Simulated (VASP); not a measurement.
Write the native input for VASP 6.6.1 that does the following.

- Task: band structure
- Functional: HSE03
- Dispersion: TS-HI
- Potentials or basis: VASP PAW PBE potentials, release 64 (Ba_sv)
- Cutoff: 520 eV
- k mesh: 4 × 4 × 4
- Occupations: methfessel-paxton, width 0.2 eV
- Spin: collinear spin, ferromagnetic start
- Starting moments: [0.5] μB
- Fixed moment: 0 μB
- Grid for exact exchange (PRECFOCK): Fast
- Further INCAR settings: ALGO = Normal; EDIFF = 1e-07

Crystal: Ba.

```xyz
1
Lattice="-2.5065 2.5065 2.5065 2.5065 -2.5065 2.5065 2.5065 2.5065 -2.5065" Properties=species:S:1:pos:R:3 pbc="T T T"
Ba    0.0000    0.0000    0.0000
```

These files were run (other wordings do the same):

POSCAR

```
Ba
1.0
   -2.5065000000      2.5065000000      2.5065000000
    2.5065000000     -2.5065000000      2.5065000000
    2.5065000000      2.5065000000     -2.5065000000
Ba
1
Direct
    0.0000000000      0.0000000000      0.0000000000
```

INCAR.step1

```
SYSTEM = Ba
ALGO = Normal
EDIFF = 1E-5
ENCUT = 520
GGA = PE
ISIF = 2
ISMEAR = 1
ISPIN = 2
LASPH = .TRUE.
LCHARG = .FALSE.
LORBIT = 11
LREAL = .FALSE.
LWAVE = .TRUE.
MAGMOM = 0.5
NELM = 100
NUPDOWN = 0
PREC = Accurate
SIGMA = 0.2
```

INCAR.step2

```
SYSTEM = Ba
ALGO = Normal
EDIFF = 1E-7
ENCUT = 520
GGA = PE
HFSCREEN = 0.3
ISIF = 2
ISMEAR = 1
ISPIN = 2
ISTART = 1
IVDW = 21
LASPH = .TRUE.
LCHARG = .FALSE.
LHFCALC = .TRUE.
LORBIT = 11
LREAL = .FALSE.
LWAVE = .FALSE.
MAGMOM = 0.5
NELM = 100
NUPDOWN = 0
PREC = Accurate
PRECFOCK = Fast
SIGMA = 0.2
```

KPOINTS

```
k-points
0
G
  4 4 4
  0 0 0
```

KPOINTS_OPT

```
path GHNGPH,PN
12
line-mode
reciprocal
 0.0000000000  0.0000000000  0.0000000000  G
 0.5000000000 -0.5000000000  0.5000000000  H

 0.5000000000 -0.5000000000  0.5000000000  H
 0.0000000000  0.0000000000  0.5000000000  N

 0.0000000000  0.0000000000  0.5000000000  N
 0.0000000000  0.0000000000  0.0000000000  G

 0.0000000000  0.0000000000  0.0000000000  G
 0.2500000000  0.2500000000  0.2500000000  P

 0.2500000000  0.2500000000  0.2500000000  P
 0.5000000000 -0.5000000000  0.5000000000  H

 0.2500000000  0.2500000000  0.2500000000  P
 0.0000000000  0.0000000000  0.5000000000  N
```

Potentials or basis: VASP PAW PBE potentials, release 64 (Ba_sv).

The run is started by

```sh
$ cat potpaw_PBE.64/Ba_sv/POTCAR > POTCAR
$ cp INCAR.step1 INCAR
$ mpirun -np 1 vasp_std > vasp.out
$ cp INCAR.step2 INCAR
$ mpirun -np 1 vasp_std > vasp.out
```

Results of the run:

```yaml
Pressure: 0.7 GPa
Net_moment: 0.00 μB per cell
Valence_electrons_inside_the_program's_atomic_spheres: Ba 7.87
Dispersion_energy_per_atom: -1.255 eV
```

Caveat: the k mesh is coarse (spacing up to 0.44 Å⁻¹), so the values aren't converged, least of all with exact exchange; the PAW data sets were made with another functional, which shifts forces and pressure a little; the total moment is fixed, so each spin has its own Fermi level.

It took 19 min on 1 thread of Intel(R) Xeon(R) Platinum 8488C (Sapphire Rapids), on a shared host, peak memory 0.32 GiB.
